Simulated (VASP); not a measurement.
# CuI2 (P-3m1) in VASP: single point with HSE06

Aim: the single point of CuI2 with HSE06.

All numbers are computed with VASP 6.6.1; they aren't measurements. Logs are shortened: lines on timing, memory, paths and dates and some standing lists are left out, and cuts for length are marked.

## 1. Starting point

The structure is trigonal, space group P-3m1 (No. 164). The conventional cell has a = 4.087 Å, b = 4.087 Å, c = 6.752 Å, α = 90.00°, β = 90.00°, γ = 120.00°. Cu (site symmetry -3m) is surrounded by 6 I at 2.87 Å. Around I (site symmetry 3m) lie 3 Cu at 2.87 Å.

The cell was built by a generator and needn't be a form met in nature.

## 2. Single point, HSE06

Input file POSCAR:

```
CuI2
1.0
    4.0870190000      0.0000000000      0.0000000000
   -2.0435100000      3.5394630000      0.0000000000
    0.0000000000      0.0000000000      6.7518420000
Cu I
1 2
Direct
    0.0000000000      0.0000000000      0.0000000000
    0.3333000000      0.6667000000      0.7576300000
    0.6667000000      0.3333000000      0.2423700000
```

Input file INCAR.step1:

```
SYSTEM = CuI2
PREC = Accurate
ENCUT = 520
EDIFF = 1E-5
ISMEAR = -1
SIGMA = 0.0284
LREAL = .False.
LASPH = .True.
NELM = 100
ALGO = Normal
ISIF = 2
LWAVE = .True.
LCHARG = .False.
GGA = PE
NBANDS = 20
```

Input file INCAR.step2:

```
SYSTEM = CuI2
PREC = Accurate
ENCUT = 520
EDIFF = 1E-6
ISMEAR = -1
SIGMA = 0.0284
LREAL = .False.
LASPH = .True.
NELM = 100
ALGO = Normal
ISIF = 2
LWAVE = .False.
LCHARG = .False.
GGA = PE
LHFCALC = .True.
HFSCREEN = 0.2079
PRECFOCK = Normal
ISTART = 1
NBANDS = 20
```

Input file KPOINTS:

```
Automatic mesh
0
Gamma
  3 3 2
  0 0 0
```

Potentials or basis: VASP PAW PBE potentials, release 64 (Cu, I).

Started as:

```bash
> cat potpaw_PBE.64/Cu/POTCAR potpaw_PBE.64/I/POTCAR > POTCAR
> cp INCAR.step1 INCAR
> mpirun -np 1 vasp_std > vasp.out
> cp INCAR.step2 INCAR
> mpirun -np 1 vasp_std > vasp.out
```

OUTCAR:

```text
SYSTEM = CuI2
   PREC = Accurate
   ENCUT = 520
   EDIFF = 1E-6
   ISMEAR = -1
   LREAL = .False.
   LASPH = .True.
   NELM = 100
   ISIF = 2
   GGA = PE
   LHFCALC = .True.
   HFSCREEN = 0.2079
   PRECFOCK = Normal
   ISTART = 1

 ion  position               nearest neighbor table
   1  0.000  0.000  0.000-   2 2.87   3 2.87   3 2.87   2 2.87   3 2.87   2 2.87
   2  0.333  0.667  0.758-   1 2.87   1 2.87   1 2.87
   3  0.667  0.333  0.242-   1 2.87   1 2.87   1 2.87

  LATTYP: Found a hexagonal cell.
 ALAT       =     4.0870190000
 C/A-ratio  =     1.6520211920

  Lattice vectors:

 A1 = (   4.0870190000,   0.0000000000,   0.0000000000)
 A2 = (  -2.0435100000,   3.5394630000,   0.0000000000)
 A3 = (   0.0000000000,   0.0000000000,   6.7518420000)

Analysis of symmetry for initial positions (statically):
=====================================================================
 Subroutine PRICEL returns:
 Original cell was already a primitive cell.

 Routine SETGRP: Setting up the symmetry group for a
 hexagonal supercell.

 Subroutine GETGRP returns: Found  4 space group operations
 (whereof  4 operations were pure point group operations)
 out of a pool of 24 trial point group operations.

The static configuration has the point symmetry C_2h.

Analysis of symmetry for dynamics (positions and initial velocities):
=====================================================================
 Subroutine PRICEL returns:
 Original cell was already a primitive cell.

 Routine SETGRP: Setting up the symmetry group for a
 hexagonal supercell.

 Subroutine GETGRP returns: Found  4 space group operations
 (whereof  4 operations were pure point group operations)
 out of a pool of 24 trial point group operations.

The dynamic configuration has the point symmetry C_2h.

 Subroutine INISYM returns: Found  4 space group operations
 (whereof  4 operations are pure point group operations),
 and found     1 'primitive' translations

----------------------------------------------------------------------------------------

                                     Primitive cell

  volume of cell :      97.6712

  direct lattice vectors                    reciprocal lattice vectors
     4.087019000  0.000000000  0.000000000     0.244677111  0.141264402  0.000000000
    -2.043510000  3.539463000  0.000000000     0.000000000  0.282528734  0.000000000
     0.000000000  0.000000000  6.751842000     0.000000000  0.000000000  0.148107731

[... 74 lines left out ...]
   ISIF   =      2    stress and relaxation
   ISYM   =      3    0-nonsym 1-usesym 2-fastsym
   POTIM  = 0.5000    time-step for ionic-motion
   TEBEG  =    0.0;   TEEND  =   0.0 temperature during run
   PSTRESS=    0.0 pullay stress
   NELECT =      25.0000    total number of electrons
   NUPDOWN=      -1.0000    fix difference up-down
   EMIN   =  10.00;   EMAX   =-10.00  energy-range for DOS
   EFERMI =   0.00;   METHOD = LEGACY
   ISMEAR =    -1;   SIGMA  =   0.03  broadening in eV -4-tet -1-fermi 0-gaus
   EFERMI_NEDOS =   21; number of points for ismear=-14 and -15
   IALGO  =     38    algorithm
   IMIX   =      1    mixing-type and parameters
     AMIX     =   0.40;   BMIX     =  1.00
     AMIX_MAG =   1.60;   BMIX_MAG =  1.00
  volume/ion in A,a.u.               =      32.56       219.71
  Fermi-wavevector in a.u.,A,eV,Ry     =   1.039440  1.964257 14.700216  1.080435
  Thomas-Fermi vector in A             =   2.173970
   LORBIT       =      0    0 simple, 1 ext, 2 COOP (PROOUT), +10 PAW based schemes
   GGA     = PE    functional components
   LHFCALC =     T    Hartree Fock is set to
   PRECFOCK=normal    Normal, Fast or Accurate (Low or Medium for compatibility)
   ENCUT4O =  -1.0   cutoff for four orbital integrals eV
   NKREDX  =     1    reduce k-point grid by
   NKREDY  =     1    reduce k-point grid by
   NKREDZ  =     1    reduce k-point grid by
   AEXX    =    0.2500 exact exchange contribution
   HFSCREEN=    0.2079 screening length (either q_TF or 0.3 A-1)
   HFSCREENC=   0.2079 screening length for correlation (either q_TF or 0.3 A-1)
   ENCUTFOCK=  -1.0 apply spherical cutoff to Coloumb kernel
   IVDW    =     0    specifies the selected vdW correction
   LEPSILON=     F    determine dielectric tensor
   LRPA    =     F    only Hartree local field effects (RPA)
 non-spin polarized calculation
  energy-cutoff  :      520.00
  volume of cell :       97.67
 maximum number of plane-waves:      2647
 NGX is ok and might be reduce to    30
  NGX = 24; NGY = 24; NGZ = 40

 number of electron      25.0000003 magnetization

 Free energy of the ion-electron system (eV)
  ---------------------------------------------------
  ext. energy  EPLUGINS =         0.00000000
  ---------------------------------------------------
  free energy    TOTEN  =        -7.73364238 eV

  energy without entropy =       -7.72470527  energy(sigma->0) =       -7.72917383

 E-fermi :   2.7162     XC(G=0):  -7.2444

 val. band max:        2.4538111546   @ k =   0.3333   0.0000   0.5000
 cond. band min:       2.7620369188   @ k =  -0.3333   0.3333   0.0000
 fundamental gap:      0.3082257642
 Fermi energy:         2.7162250097

 k-point     1 :       0.0000    0.0000    0.0000
  band No.  band energies     occupation
      1     -11.2883      2.00000
      2     -10.4354      2.00000
      3      -2.0690      2.00000
      4      -0.6553      2.00000
      5      -0.6553      2.00000
      6      -0.1166      2.00000
[... 173 lines left out ...]
     19      12.8092      0.00000
     20      12.8417      0.00000

------------------------ aborting loop because EDIFF is reached ----------------------------------------

  FORCE on cell =-STRESS in cart. coord.  units (eV):
  Direction    XX          YY          ZZ          XY          YZ          ZX
  --------------------------------------------------------------------------------------
  -------------------------------------------------------------------------------------
  Total       -1.9260636     -1.9207142     -1.2596284      0.0046336     -0.0010782      0.0018676
  in kB      -31.5947476    -31.5069988    -20.6626826      0.0760083     -0.0176870      0.0306350
  external PRESSURE =     -27.9214763 kB  Pullay stress =       0.0000000 kB

 VOLUME and BASIS-vectors are now :
 -----------------------------------------------------------------------------
  energy-cutoff  :      520.00
  volume of cell :       97.67
      direct lattice vectors                 reciprocal lattice vectors
     4.087019000  0.000000000  0.000000000     0.244677111  0.141264402  0.000000000
    -2.043510000  3.539463000  0.000000000     0.000000000  0.282528734  0.000000000
     0.000000000  0.000000000  6.751842000     0.000000000  0.000000000  0.148107731

 POSITION                                       TOTAL-FORCE (eV/Angst)
 -----------------------------------------------------------------------------------
      0.00000      0.00000      0.00000        -0.000000      0.000000      0.000000
     -0.00020      2.35976      5.11540        -0.000406      0.000234      0.447918
      2.04371      1.17970      1.63644         0.000406     -0.000234     -0.447918
 -----------------------------------------------------------------------------------
    total drift:                               -0.000001     -0.000001      0.000001

  FREE ENERGIE OF THE ION-ELECTRON SYSTEM (eV)
  ---------------------------------------------------
  free  energy   TOTEN  =        -7.7336423847 eV

  energy  without entropy=       -7.7247052663  energy(sigma->0) =       -7.72917383
```

OSZICAR.step1:

```text
N       E                     dE             d eps       ncg     rms          rms(c)
DAV:   1     0.166672727336E+03    0.16667E+03   -0.99767E+03   320   0.116E+03
DAV:   2     0.876012985032E+01   -0.15791E+03   -0.15049E+03   336   0.249E+02
DAV:   3    -0.695202331275E+01   -0.15712E+02   -0.15358E+02   412   0.869E+01
DAV:   4    -0.770510899520E+01   -0.75309E+00   -0.74815E+00   408   0.171E+01
DAV:   5    -0.773231502874E+01   -0.27206E-01   -0.27199E-01   464   0.353E+00    0.904E+00
DAV:   6    -0.839651057693E+01   -0.66420E+00   -0.17888E+01   364   0.101E+02    0.844E+00
DAV:   7    -0.674968083875E+01    0.16468E+01   -0.44496E+00   420   0.530E+01    0.300E+00
DAV:   8    -0.678123408407E+01   -0.31553E-01   -0.87457E-01   488   0.247E+01    0.195E+00
DAV:   9    -0.674012830556E+01    0.41106E-01   -0.33049E-01   436   0.166E+01    0.982E-01
DAV:  10    -0.673942478229E+01    0.70352E-03   -0.30370E-02   484   0.382E+00    0.578E-01
DAV:  11    -0.673964670754E+01   -0.22193E-03   -0.24734E-03   460   0.323E-01    0.561E-01
DAV:  12    -0.673968571910E+01   -0.39012E-04   -0.71128E-04   492   0.488E-01    0.107E-01
DAV:  13    -0.673954817903E+01    0.13754E-03   -0.23711E-04   388   0.543E-01    0.648E-02
DAV:  14    -0.673954169410E+01    0.64849E-05   -0.37834E-05   360   0.403E-02
   1 F= -.67395417E+01 E0= -.67341036E+01  d E =-.108762E-01
```

It took 6.7 min on 1 thread of Intel Xeon Platinum 8375C at 2.90GHz (Ice Lake), shared host; peak memory 0.32 GiB.

What came out:

| Quantity | Value |
| --- | --- |
| Free energy | -7.7336 eV |
| Pressure | -2.8 GPa |
| Largest force | 0.448 eV/Å |
| Band gap on the k mesh | none (metal or under the smearing width) |

Forces on the atoms (eV/Å):
```
Cu   0.000  0.000  0.000
I    0.000  0.000  0.448
I    0.000  0.000 -0.448
```

Stress tensor (GPa, compression positive):
```
-3.16  0.01  0.00
 0.01 -3.15  0.00
 0.00  0.00 -2.07
```

Levels at points of the mesh, in eV from the Fermi level:
| k point | band 8 | band 9 | band 10 | band 11 | band 12 | band 13 | band 14 | band 15 | band 16 | band 17 |
| --- | --- | --- | --- | --- | --- | --- | --- | --- | --- | --- |
| (0.00, 0.00, 0.00) | -2.66 | -0.57 | -0.55 | -0.55 | 0.11 | 0.11 | 4.10 | 5.46 | 7.62 | 7.63 |
| (0.00, 0.00, 0.50) | -2.43 | -2.29 | -0.69 | -0.69 | 0.25 | 0.25 | 5.33 | 5.61 | 7.40 | 7.40 |

Caveat: the k mesh is coarse (spacing up to 0.59 Å⁻¹), so the values aren't converged, least of all with exact exchange; the PAW data sets were made with another functional, which shifts forces and pressure a little; this functional lacks dispersion, which binds the layers, so the pressure and a relaxed spacing across them are unreliable; an odd number of electrons without spin polarisation forces a metal; a magnetic or distorted state may lie lower; the run has no spin polarisation, though such a crystal can be magnetic. Spin-orbit coupling is left out, which matters for the levels of I.
